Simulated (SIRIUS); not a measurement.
## NaH under changes of volume

One of the cells (14.527 Å³/atom); the others are scaled copies at fixed shape and fractional positions:

```
CELL_PARAMETERS angstrom
0.00000 2.44000 2.44000
2.44000 0.00000 2.44000
2.44000 2.44000 0.00000
ATOMIC_POSITIONS crystal
Na 0.00000 0.00000 0.00000
H 0.50000 0.50000 0.50000
```

```yaml
Program: SIRIUS 7.12.0
Functional: LDA
Potentials_or_basis: all-electron FP-LAPW
Cutoff: 168 eV
Basis: apw+lo standard
k_mesh: 9 × 9 × 9
Occupations: fermi-dirac, width 0.05 eV
Spin: no spin polarisation
```

```csv
volume (Å³/atom),energy over the lowest point (meV/atom),gap on the mesh (eV)
13.655,0.00,3.77
13.946,2.92,3.74
14.236,6.62,3.70
14.527,11.06,3.67
14.817,16.25,3.63
15.108,?,?
15.398,27.80,3.57
```

Question: What does the run at 15.108 Å³/atom give?

Answer: Energy over the lowest point 21.77 meV/atom; gap on the mesh 3.60 eV.

Worked out: A Birch-Murnaghan fit of order 3 (a polynomial in V^(-2/3)) to the other rows has no minimum within the range. It gives 21.81 meV/atom at 15.108 Å³/atom, against the run's 21.77. A straight line through the other rows of the gap, of slope -1.69 eV per unit of ln V, gives 3.60 eV, against the run's 3.60.

Energies are extrapolated to zero smearing.

Caveats: an odd mesh through Γ misses points on the zone boundary, where band edges often lie.
